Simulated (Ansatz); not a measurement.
Space group P3_121 (No. 152). a = 4.505 Å, b = 4.505 Å, c = 4.992 Å, α = 90.00°, β = 90.00°, γ = 120.00°
```
atom site symmetry x y z
  Se    3a       .2.  0.2172  0.0000  0.3333
```

Equation of state of this Se structure (not necessarily the ground state), with shape and atoms relaxed at each volume where symmetry leaves them free. Method: DFT r2SCAN, scalar-relativistic, plane waves, PAW (Ansatz).

Plane waves to 500 eV, a k mesh through Γ of 6×6×6 on the computed 3-atom cell and Gaussian smearing (0.02 eV); no spin polarisation.

```json
{"V (Å³/atom)": "27.484", "E − E(largest V) (meV/atom)": "1.26", "P (GPa)": "0.74", "gap on mesh (eV)": "1.18"}
{"V (Å³/atom)": "28.361", "E − E(largest V) (meV/atom)": "-1.48", "P (GPa)": "0.34", "gap on mesh (eV)": "1.26"}
{"V (Å³/atom)": "29.238", "E − E(largest V) (meV/atom)": "-2.33", "P (GPa)": "0.00", "gap on mesh (eV)": "1.33"}
{"V (Å³/atom)": "30.115", "E − E(largest V) (meV/atom)": "-1.71", "P (GPa)": "-0.24", "gap on mesh (eV)": "1.39"}
{"V (Å³/atom)": "30.992", "E − E(largest V) (meV/atom)": "0.00", "P (GPa)": "-0.40", "gap on mesh (eV)": "1.46"}
```

Problem. Fit a third-order Birch–Murnaghan equation to E(V).

Solution. V0 = 29.27 Å³/atom, B0 = 9 GPa, B0' = 8.1.

The cell holds chains, and where no dispersion correction was added their binding is poorly described.

Cost: 5 runs of about 9.2 core-minutes in all, on AMD EPYC 7R43 (Zen 3) (shared hosts).